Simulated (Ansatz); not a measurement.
α-quartz-type GeO2 (metastable phase), treated with r²SCAN+rVV10 (Ansatz, a quantum-chemistry and plane-wave program, PAW).

Numerical settings: plane-wave cutoff 560 eV, 12×12×6 k mesh (along the axes of the cell as run), Fermi–Dirac smearing 0.01 eV, scalar-relativistic PAW data made under PBE.

Cell (relaxed at this level):

```xyz
9
Lattice="2.4619 -4.2642 0.0000 2.4619 4.2642 0.0000 0.0000 0.0000 5.6486" Properties=species:S:1:pos:R:3 pbc="T T T"
Ge     1.1004     1.9059     1.8829
Ge     2.7232     0.0000     0.0000
Ge     1.1004    -1.9059     3.7657
O      1.7253     0.3558     1.3923
O      3.7531     1.3163     5.1581
O      1.9074    -2.5921     2.3734
O      3.7531    -1.3163     0.4905
O      1.7253    -0.3558     4.2562
O      1.9074     2.5921     3.2752
```

Predict the bulk modulus B0, band gap, smallest direct gap on the k points sampled and pressure derivative B′ of the bulk modulus.


- bulk modulus B0 = 42.5 GPa
- band gap = 4.19 eV (indirect)
- smallest direct gap on the k points sampled = 4.24 eV
- pressure derivative B′ of the bulk modulus = 3.6

Measured, for comparison: bulk modulus 42 GPa (room temperature, no zero-point or thermal correction, from measured elastic constants; as tabulated in Sevik and Bulutay (2007), arXiv:cond-mat/0610176). Computed (rounded) less measured: bulk modulus +1 %. A static lattice is as a rule a little smaller and stiffer than an uncorrected measurement, which narrows the difference in the bulk modulus and would widen misses of the other sign.

Note: the bulk modulus comes from volumes at which shape and atoms were relaxed.

Spin–orbit coupling is not included.

Computed values are for the static lattice.

The result took about 50 core-minutes (a rough figure).
